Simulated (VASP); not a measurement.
Here is a VASP 6.6.1 calculation.

Contents of INCAR:

```
SYSTEM = TiN
  ALGO = Normal
  EDIFF = 1E-6
  ENCUT = 520
  GGA = PS
  ICORELEVEL = 1
  ISIF = 2
  ISMEAR = 1
  KPAR = 4
  LASPH = .TRUE.
  LCHARG = .FALSE.
  LREAL = .FALSE.
  LWAVE = .FALSE.
  NELM = 150
  PREC = Accurate
  SIGMA = 0.1
```

Contents of KPOINTS:

```
k-points
0
G
  6 6 6
  0 0 0
```

File POSCAR:

```
TiN
1.0
    0.0000000000      4.2380000000      4.2380000000
    4.2380000000      0.0000000000      4.2380000000
    4.2380000000      4.2380000000      0.0000000000
Ti N
8 8
Direct
    0.0000000000      0.0000000000      0.0000000000
    0.0000000000      0.0000000000      0.5000000000
    0.0000000000      0.5000000000      0.0000000000
    1.0000000000      0.5000000000      0.5000000000
    0.5000000000      0.0000000000      0.0000000000
    0.5000000000      1.0000000000      0.5000000000
    0.5000000000      0.5000000000      0.0000000000
    0.5000000000      0.5000000000      0.5000000000
    0.2500000000      0.2500000000      0.2500000000
    0.2500000000      0.2500000000      0.7500000000
    0.2500000000      0.7500000000      0.2500000000
    0.2500000000      0.7500000000      0.7500000000
    0.7500000000      0.2500000000      0.2500000000
    0.7500000000      0.2500000000      0.7500000000
    0.7500000000      0.7500000000      0.2500000000
    0.7500000000      0.7500000000      0.7500000000
```

Potentials or basis: VASP PAW PBE potentials, release 64 (Ti_sv, N).

Run with:

```console
$ cat potpaw_PBE.64/Ti_sv/POTCAR potpaw_PBE.64/N/POTCAR > POTCAR
$ mpirun -np 4 vasp_std > vasp.out
```

Question: What does it give for the pressure?

Answer: -6.5 GPa.

Question: What does it give for the band gap on the k mesh?

Answer: None (metal or under the smearing width).

Core levels (eV, on the scale of the bands):
```
atom                            levels
1 Ti  1s -4852.4, 2s -521.1, 2p -428.4
2 Ti  1s -4852.4, 2s -521.1, 2p -428.4
3 Ti  1s -4852.4, 2s -521.1, 2p -428.4
4 Ti  1s -4852.4, 2s -521.1, 2p -428.4
5 Ti  1s -4852.4, 2s -521.1, 2p -428.4
6 Ti  1s -4852.4, 2s -521.1, 2p -428.4
```

Caveat: the PAW data sets were made with another functional, which shifts forces and pressure a little.
